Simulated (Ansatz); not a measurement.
Cancellation of cutoff errors in CuO

These are results of DFT PBEsol, scalar-relativistic, plane waves, PAW (Ansatz 0.2.0), not measurements.

```xyz
4
Lattice="1.9910 -2.1536 0.0000 1.9910 2.1536 0.0000 0.0000 0.0000 5.1559" Properties=species:S:1:pos:R:3 pbc="T T T"
Cu    0.9955    1.0768    0.0000
Cu    0.9955   -1.0768    2.5780
O     1.9910    0.0000    1.2890
O     1.9910    0.0000    3.8669
```

| Item | Value |
| --- | --- |
| Γ-centred k-mesh | 14×14×8 |
| occupation rule | Gaussian smearing, 0.1 eV |
| spin treatment | unpolarised |

A second cell has all atoms moved and the lattice slightly strained:

```yaml
crystal:
  lattice:
    - [2.00210, -2.20101, 0.02916]
    - [1.95213, 2.15481, -0.02258]
    - [0.00851, -0.06194, 5.17970]
  atoms:
    - { symbol: Cu, position: [0.99675, 0.54156, 0.06561] }
    - { symbol: Cu, position: [0.52110, 0.97100, 0.49870] }
    - { symbol: O, position: [0.50066, 0.47144, 0.24775] }
    - { symbol: O, position: [0.51788, 0.51296, 0.72346] }
```

It ran on a 10×10×6 mesh, another than the first cell's, which shifts the difference by nearly the same amount at every cutoff. Both were run at several values of the cutoff; energies per atom at zero smearing, errors against the largest value (600 eV), which isn't proved converged itself.

```tsv
cutoff	error, first cell (meV)	error, second cell (meV)
200 eV	10774.37	10982.78
250 eV	2110.24	2148.56
300 eV	374.14	368.23
350 eV	59.89	57.76
420 eV	5.07	4.85
```

**Question.** At the largest value the second cell lies 244.67 meV/atom above the first. What is the error of that difference at each value, and where does each quantity come within 1 meV/atom?

**Answer.** The error of the difference is the second cell's error less the first's:
| cutoff | difference (meV) | its error (meV) |
| --- | --- | --- |
| 200 eV | 453.08 | 208.41 |
| 250 eV | 282.99 | 38.32 |
| 300 eV | 238.75 | -5.91 |
| 350 eV | 242.54 | -2.13 |
| 420 eV | 244.45 | -0.22 |

No value below the largest brings the first cell's total energy within 1 meV/atom, while the difference is there from 420 eV on. Most of the error cancels, by a factor of about 52 in the median. A missing short wave mostly misdescribes the region near each nucleus, which both cells share; what doesn't cancel comes largely from the change of volume and bonding.

This form isn't the usual stable structure of the compound.